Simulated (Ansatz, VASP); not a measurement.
Two plane-wave programs on Pt

INCAR

```
  ALGO = Normal
  EDIFF = 1E-7
  ENCUT = 520
  GGA = PS
  ISIF = 2
  ISMEAR = 0
  LASPH = True
  LCHARG = False
  LREAL = False
  LWAVE = False
  NBANDS = 17
  NELM = 80
  PREC = Accurate
  SIGMA = 0.15
```

File KPOINTS:

```
k-points
0
Gamma
  18 18 10
```

File POSCAR:

```
Pt
1.0
    2.7606656158      0.0000000000      0.0000000000
   -1.3803328079      2.3908065546      0.0000000000
    0.0000000000      0.0000000000      4.9838193600
Pt
2
Direct
    0.6666666667      0.3333333333      0.7500000000
    0.3333333333      0.6666666667      0.2500000000
```

Input for Ansatz:

```yaml
crystal:
  lattice:
    - [2.7606656158, 0.0, 0.0]
    - [-1.3803328079, 2.3908065546, 0.0]
    - [0.0, 0.0, 4.98381936]
  atoms:
    - { symbol: Pt, position: [0.6666666667, 0.3333333333, 0.75] }
    - { symbol: Pt, position: [0.3333333333, 0.6666666667, 0.25] }
basis:
  ecutwfc: 420
kpoints:
  mp_grid: { grid: [18, 18, 10] }
hamiltonian:
  xc: pbesol
scf:
  occupations: { method: gaussian, width: 0.15 }
output:
  forces: true
  stress: true
  eigenvalues: true
```

Change from the starting cell: strain +0.000 along x and y, +0.040 along z, atoms carried along.

Alike in both runs: task single point; functional PBEsol; k mesh 18 × 18 × 10; occupations gaussian, width 0.15 eV; no spin polarisation.

|  | VASP | Ansatz |
| --- | --- | --- |
| version | VASP 6.6.1 | Ansatz 0.2.0 |
| potentials or method | VASP PAW PBE potentials, release 64 (Pt) | scalar-relativistic, plane waves, PAW |
| plane-wave cutoff (eV) | 520 | 420 |
| valence electrons in the cell | 20 | 36 |

Ansatz gave:

```
gap on the k mesh at the Fermi level (eV)       : none
pressure (GPa)                                  : -17.4
largest component of the traceless stress (GPa) : 3.02
```

Task: Which values does VASP return?

Result: gap on the k mesh at the Fermi level (eV): none; pressure (GPa): -17.7; largest component of the traceless stress (GPa): 3.13.

A gap of «none» marks a metal or a gap that the smearing closes. The two sets of potentials don't hold the same shells in valence.

Caveats: so large a pressure means that the cell lies far from this level's equilibrium, or that cutoff or potentials fall short (VASP); the potentials were made for another functional, which shifts forces and pressure (VASP). The runs have no spin-orbit coupling, so splittings on Pt are missing.
